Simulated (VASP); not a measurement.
# Al (Fm-3m) in VASP: notebook, part 2 of 2

VASP 6.6.1. Earlier steps stand in the parts before.

**4. Single point, PBE**

Input file INCAR:

```
SYSTEM = Al
PREC = Accurate
ENCUT = 500
EDIFF = 1E-7
ISMEAR = -1
SIGMA = 0.15
LREAL = .False.
LASPH = .True.
NELM = 100
ALGO = Normal
ISIF = 2
LWAVE = .False.
LCHARG = .False.
GGA = PE
NBANDS = 8
ADDGRID = .False.
```

Input file KPOINTS:

```
regular mesh
0
Gamma
  5 5 5
  0 0 0
```

Input file POSCAR:

```
Al
1.0
   -0.0142710000      2.0302060000      1.9470980000
    2.0319350000     -0.0386130000      1.9714400000
    2.0296090000      2.0522230000     -0.0362870000
Al
1
Direct
    0.0259050000     -0.0062880000     -0.0081470000
```

Potentials or basis: VASP PAW PBE potentials, release 64 (Al).

Started as:

```bash
$ cat potpaw_PBE.64/Al/POTCAR > POTCAR
$ mpirun -np 1 vasp_std > vasp.out
```

OUTCAR:

```text
SYSTEM = Al
   PREC = Accurate
   ENCUT = 500
   EDIFF = 1E-7
   ISMEAR = -1
   LREAL = .False.
   LASPH = .True.
   NELM = 100
   ISIF = 2
   GGA = PE

 Found     63 irreducible k-points:

 Following reciprocal coordinates:
            Coordinates               Weight
  0.000000  0.000000  0.000000      1.000000
  0.200000  0.000000 -0.000000      2.000000
  0.400000  0.000000 -0.000000      2.000000
 -0.000000  0.200000  0.000000      2.000000
  0.200000  0.200000  0.000000      2.000000
  0.400000  0.200000  0.000000      2.000000
   k-points           NKPTS =     63   k-points in BZ     NKDIM =     63   number of bands    NBANDS=      8
   number of dos      NEDOS =    301   number of ions     NIONS =      1
   total plane-waves  NPLWV =  13824
   dimension x,y,z NGX =    24 NGY =   24 NGZ =   24
   dimension x,y,z NGXF=    48 NGYF=   48 NGZF=   48
   ions per type =               1
   NGX,Y,Z   is equivalent  to a cutoff of  14.18, 14.09, 13.82 a.u.
   NGXF,Y,Z  is equivalent  to a cutoff of  28.37, 28.18, 27.64 a.u.
 SYSTEM =  Al
   PREC   = accura    normal or accurate (medium, high low for compatibility)
   ISTART =      0    job   : 0-new  1-cont  2-samecut
   ICHARG =      2    charge: 1-file 2-atom 10-const
   ISPIN  =      1    spin polarized calculation?
   LNONCOLLINEAR =      F non collinear calculations
   LSORBIT =      F    spin-orbit coupling
   LASPH  =      T    aspherical Exc in radial PAW
   ENCUT  =  500.0 eV  36.75 Ry    6.06 a.u.   5.13  5.16  5.26*2*pi/ulx,y,z
[... 60 lines left out ...]
      2      20.0432      0.00000
      3      20.4259      0.00000
      4      21.1367      0.00000
      5      21.4454      0.00000
      6      21.8578      0.00000
      7      22.4970      0.00000
      8      24.5327      0.00000
[... 45 lines left out ...]
 k-point     6 :       0.4000    0.2000    0.0000
  band No.  band energies     occupation
      1       0.9436      2.00000
      2       9.1583      0.00471
      3      14.9295      0.00000
      4      15.2142      0.00000
      5      16.8482      0.00000
      6      22.0556      0.00000
      7      25.4720      0.00000
      8      28.5699      0.00000

 [... further k-points ...]

------------------------ aborting loop because EDIFF is reached ----------------------------------------

  FORCE on cell =-STRESS in cart. coord.  units (eV):
  Direction    XX          YY          ZZ          XY          YZ          ZX
  --------------------------------------------------------------------------------------
  -------------------------------------------------------------------------------------
  Total        0.0304724      0.0361390      0.1023467     -0.0126442     -0.0027354     -0.0004136
  in kB        2.9406072      3.4874415      9.8765345     -1.2201714     -0.2639711     -0.0399113
  external PRESSURE =       5.4348611 kB  Pullay stress =       0.0000000 kB

 VOLUME and BASIS-vectors are now :
 -----------------------------------------------------------------------------
  energy-cutoff  :      500.00
  volume of cell :       16.60
      direct lattice vectors                 reciprocal lattice vectors
    -0.014271000  2.030206000  1.947098000    -0.243600396  0.245440565  0.255882689
     2.031935000 -0.038613000  1.971440000     0.245113160 -0.237992671  0.249947439
     2.029609000  2.052223000 -0.036287000     0.245598817  0.239991210 -0.248434673

 POSITION                                       TOTAL-FORCE (eV/Angst)
 -----------------------------------------------------------------------------------
      4.03186      2.04973      1.97349        -0.000000      0.000000      0.000000
 -----------------------------------------------------------------------------------
    total drift:                                0.000000     -0.000000      0.000000

  FREE ENERGIE OF THE ION-ELECTRON SYSTEM (eV)
  ---------------------------------------------------
  free  energy   TOTEN  =        -3.7207585374 eV

  energy  without entropy=       -3.6766280683  energy(sigma->0) =       -3.69869330
```

OSZICAR:

```text
N       E                     dE             d eps       ncg     rms          rms(c)
DAV:   1    -0.255488064859E+01   -0.25549E+01   -0.86090E+02  1016   0.201E+02
DAV:   2    -0.373728526875E+01   -0.11824E+01   -0.11552E+01  1424   0.179E+01
DAV:   3    -0.374292807477E+01   -0.56428E-02   -0.56344E-02  1256   0.132E+00
DAV:   4    -0.374294508241E+01   -0.17008E-04   -0.17006E-04  1632   0.634E-02
DAV:   5    -0.374294510564E+01   -0.23230E-07   -0.23560E-07  1280   0.120E-03    0.128E+00
DAV:   6    -0.373008070534E+01    0.12864E-01   -0.16259E-03  1280   0.192E-01    0.743E-01
DAV:   7    -0.372076647234E+01    0.93142E-02   -0.48776E-03  1288   0.311E-01    0.143E-01
DAV:   8    -0.372076033016E+01    0.61422E-05   -0.14414E-05  1504   0.267E-02    0.799E-03
DAV:   9    -0.372075891054E+01    0.14196E-05   -0.74266E-07  1408   0.379E-03    0.712E-04
DAV:  10    -0.372075856596E+01    0.34458E-06   -0.52808E-09  1528   0.425E-04    0.270E-04
DAV:  11    -0.372075853739E+01    0.28565E-07   -0.11408E-10   768   0.635E-05
   1 F= -.37207585E+01 E0= -.36986933E+01  d E =-.441305E-01
```

Run time: 4.1 s. Hardware: 1 thread of Intel Xeon 6975P-C (Granite Rapids), shared host; peak memory 0.12 GiB.

These settings aren't checked as converged: the numbers below hold their error.

What came out:

```yaml
Free_energy: -3.7208 eV
Pressure: 0.5 GPa
Band_gap_on_the_k_mesh: none (metal or under the smearing width)
```

Caveat: the k mesh is coarse (spacing up to 0.54 Å⁻¹), so the values aren't converged.

**5. Single point, PBE**

INCAR: that of step 4 with these lines changed.

```diff
@@ -2,3 +2,3 @@
 PREC = Accurate
-ENCUT = 500
+ENCUT = 350
 EDIFF = 1E-7
```

Input file KPOINTS:

```
regular mesh
0
Gamma
  6 6 6
  0 0 0
```

Input file POSCAR:

```
Al
1.0
    0.0000000000      2.0248050000      2.0248050000
    2.0248050000      0.0000000000      2.0248050000
    2.0248050000      2.0248050000      0.0000000000
Al
1
Direct
    0.0000000000      0.0000000000      0.0000000000
```

Potentials or basis: VASP PAW PBE potentials, release 64 (Al).

Started as:

```bash
$ cat potpaw_PBE.64/Al/POTCAR > POTCAR
$ mpirun -np 1 vasp_std > vasp.out
```

OUTCAR:

```text
SYSTEM = Al
   PREC = Accurate
   ENCUT = 350
   EDIFF = 1E-7
   ISMEAR = -1
   LREAL = .False.
   LASPH = .True.
   NELM = 100
   ISIF = 2
   GGA = PE

 Found     16 irreducible k-points:

 Following reciprocal coordinates:
            Coordinates               Weight
  0.000000  0.000000  0.000000      1.000000
  0.166667  0.000000  0.000000      8.000000
  0.333333  0.000000  0.000000      8.000000
  0.500000  0.000000  0.000000      4.000000
  0.166667  0.166667  0.000000      6.000000
  0.333333  0.166667  0.000000     24.000000
   k-points           NKPTS =     16   k-points in BZ     NKDIM =     16   number of bands    NBANDS=      8
   number of dos      NEDOS =    301   number of ions     NIONS =      1
   total plane-waves  NPLWV =   5832
   dimension x,y,z NGX =    18 NGY =   18 NGZ =   18
   dimension x,y,z NGXF=    36 NGYF=   36 NGZF=   36
   ions per type =               1
   NGX,Y,Z   is equivalent  to a cutoff of  10.45, 10.45, 10.45 a.u.
   NGXF,Y,Z  is equivalent  to a cutoff of  20.90, 20.90, 20.90 a.u.
 SYSTEM =  Al
   PREC   = accura    normal or accurate (medium, high low for compatibility)
   ISTART =      0    job   : 0-new  1-cont  2-samecut
   ICHARG =      2    charge: 1-file 2-atom 10-const
   ISPIN  =      1    spin polarized calculation?
   LNONCOLLINEAR =      F non collinear calculations
   LSORBIT =      F    spin-orbit coupling
   LASPH  =      T    aspherical Exc in radial PAW
   ENCUT  =  350.0 eV  25.72 Ry    5.07 a.u.   4.37  4.37  4.37*2*pi/ulx,y,z
[... 60 lines left out ...]
      2      20.5276      0.00000
      3      20.5276      0.00000
      4      20.5276      0.00000
      5      21.9667      0.00000
      6      21.9667      0.00000
      7      21.9667      0.00000
      8      24.3554      0.00000
[... 45 lines left out ...]
 k-point     6 :       0.3333    0.1667    0.0000
  band No.  band energies     occupation
      1      -0.4239      2.00000
      2      10.9269      0.00000
      3      15.8570      0.00000
      4      16.5917      0.00000
      5      17.5027      0.00000
      6      22.3855      0.00000
      7      26.0505      0.00000
      8      27.5764      0.00000

 [... further k-points ...]

------------------------ aborting loop because EDIFF is reached ----------------------------------------

  FORCE on cell =-STRESS in cart. coord.  units (eV):
  Direction    XX          YY          ZZ          XY          YZ          ZX
  --------------------------------------------------------------------------------------
  -------------------------------------------------------------------------------------
  Total       -0.0268886     -0.0268886     -0.0268886      0.0000000      0.0000000      0.0000000
  in kB       -2.5947765     -2.5947765     -2.5947765      0.0000000      0.0000000      0.0000000
  external PRESSURE =      -2.5947765 kB  Pullay stress =       0.0000000 kB

 VOLUME and BASIS-vectors are now :
 -----------------------------------------------------------------------------
  energy-cutoff  :      350.00
  volume of cell :       16.60
      direct lattice vectors                 reciprocal lattice vectors
     0.000000000  2.024805000  2.024805000    -0.246937359  0.246937359  0.246937359
     2.024805000  0.000000000  2.024805000     0.246937359 -0.246937359  0.246937359
     2.024805000  2.024805000  0.000000000     0.246937359  0.246937359 -0.246937359

 POSITION                                       TOTAL-FORCE (eV/Angst)
 -----------------------------------------------------------------------------------
      0.00000      0.00000      0.00000         0.000000      0.000000     -0.000000
 -----------------------------------------------------------------------------------
    total drift:                                0.000000     -0.000000     -0.000000

  FREE ENERGIE OF THE ION-ELECTRON SYSTEM (eV)
  ---------------------------------------------------
  free  energy   TOTEN  =        -3.8231001891 eV

  energy  without entropy=       -3.8043279517  energy(sigma->0) =       -3.81371407
```

Run time: 1.6 s. Hardware: 1 thread of Intel Xeon 6975P-C (Granite Rapids), shared host; peak memory 0.1 GiB.

These settings aren't checked as converged: the numbers below hold their error.

What came out:

```
Free energy            : -3.8231 eV
Pressure               : -0.3 GPa
Band gap on the k mesh : none (metal or under the smearing width)
```

Caveat: the k mesh is coarse (spacing up to 0.45 Å⁻¹), so the values aren't converged.

**6. Single point, PBE**

INCAR is that of step 5.

KPOINTS is that of step 5.

Input file POSCAR:

```
Al
1.0
   -0.0142710000      2.0302060000      1.9470980000
    2.0319350000     -0.0386130000      1.9714400000
    2.0296090000      2.0522230000     -0.0362870000
Al
1
Direct
    0.0259050000     -0.0062880000     -0.0081470000
```

Potentials or basis: VASP PAW PBE potentials, release 64 (Al).

Started as:

```bash
$ cat potpaw_PBE.64/Al/POTCAR > POTCAR
$ mpirun -np 1 vasp_std > vasp.out
```

Wall time 4 s (1 thread of Intel Xeon 6975P-C (Granite Rapids), shared host); peak memory 0.11 GiB.

The run converged, but some of its settings lie outside the range that counts as converged, so its numbers aren't taken as properties of the crystal.

What came out:

| Quantity | Value |
| --- | --- |
| Free energy | -3.8107 eV |
| Pressure | -0.1 GPa |
| Band gap on the k mesh | none (metal or under the smearing width) |

Caveat: the k mesh is coarse (spacing up to 0.45 Å⁻¹), so the values aren't converged.

**7. For comparison**

An earlier run on the cell as given: functional PBE; potentials or basis VASP PAW PBE potentials, release 64 (Al); cutoff 520 eV; k mesh 11 × 11 × 11; occupations fermi-dirac, width 0.05 eV; no spin polarisation.

* Pressure: -0.5 GPa
* Band gap on the k mesh: none (metal or under the smearing width)
